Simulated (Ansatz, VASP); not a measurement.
**Two plane-wave programs on ZnS**

```
Zn S
1.0
     0.00000    2.70465    2.78579
     2.70465    0.00000    2.78579
     2.70465    2.70465    0.00000
Zn S
1 1
Cartesian
  0.0000 0.0000 0.0000
  4.0570 4.0570 4.1787
```

Change from the starting cell: strain +0.000 along x and y, +0.030 along z, atoms carried along.

Alike in both runs: task single point; functional PBE; k mesh 10 × 10 × 10; occupations gaussian, width 0.05 eV; no spin polarisation.

|  | VASP | Ansatz |
| --- | --- | --- |
| version | VASP 6.6.1 | Ansatz 0.2.0 |
| potentials or method | VASP PAW PBE potentials, release 64 (Zn, S) | scalar-relativistic, plane waves, PAW |
| plane-wave cutoff (eV) | 520 | 420 |
| valence electrons in the cell | 18 | 18 |

```csv
,VASP,Ansatz,Ansatz less VASP
gap on the k mesh at the Fermi level (eV),1.93,1.93,-0.003
least direct gap on the mesh (eV),1.93,1.93,-0.003
pressure (GPa),-0.6,-0.7,-0.15
largest component of the traceless stress (GPa),0.85,0.86,+0.007
```
